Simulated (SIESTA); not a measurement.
CdF2:

```
CELL_PARAMETERS angstrom
0.00000 2.69400 2.69400
2.69400 0.00000 2.69400
2.69400 2.69400 0.00000
ATOMIC_POSITIONS crystal
Cd 0.00000 0.00000 0.00000
F 0.75000 0.75000 0.75000
F 0.25000 0.25000 0.25000
```

Base run:

* Program: SIESTA 5.4.2
* Functional: BLYP
* Potentials or basis: PseudoDojo 0.4 standard (PBE files)
* Basis: DZP (energy shift 0.003 Ry; two zetas on semicore shells)
* Grid cutoff: 800 Ry
* Energy shift: 0.003 Ry
* k mesh: 9 × 9 × 9
* Occupations: fermi-dirac, width 0.05 eV
* Spin: no spin polarisation

Its results: band gap on the k mesh 3.17 eV, indirect (least direct gap 3.64 eV); pressure 9.1 GPa.

Task: The run is repeated on the same cell with these changes: functional from BLYP to PBE. What comes out?

Result: Band gap on the k mesh 3.15 eV, indirect (least direct gap 3.63 eV); pressure 5.7 GPa.

PBE binds more tightly than BLYP, so the same cell stands under less pressure.

Caveats: the basis of atomic orbitals isn't converged, which shifts pressures, moduli and gaps; the potentials were made for another functional, which shifts forces and pressure (some runs); the basis holds too few empty states to meet the f-sum rule, so the spectrum is short of weight at high energy (some runs); an odd mesh through Γ misses points on the zone boundary, where band edges often lie (some runs).

Not every run made on this cell is shown here.
